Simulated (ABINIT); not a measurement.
Crystal: C.

```
C
1.0
     0.00000    1.78337    1.78337
     1.78337    0.00000    1.78337
     1.78337    1.78337    0.00000
C
2
Direct
  0.75000 0.75000 0.75000
  0.50000 0.50000 0.50000
```

This isn't the form of C at room conditions, which is graphite.

Base run:

```yaml
Program: ABINIT 10.8.3 (patched build)
Functional: PBE0
Potentials_or_basis: SG15 NC PBE v1.2
Cutoff: 816 eV
k_mesh: 8 × 8 × 8
Occupations: fixed
Spin: no spin polarisation
```

Its results: band gap on the k mesh 6.06 eV, indirect (least direct gap 7.71 eV).

Q: The run is repeated on the same cell with these changes: functional from PBE0 to PBE. What comes out?

A: Band gap on the k mesh 4.18 eV, indirect (least direct gap 5.61 eV).

PBE0 gives the wider gap, since exact exchange removes part of the self-interaction.

A k mesh can miss the band edges.
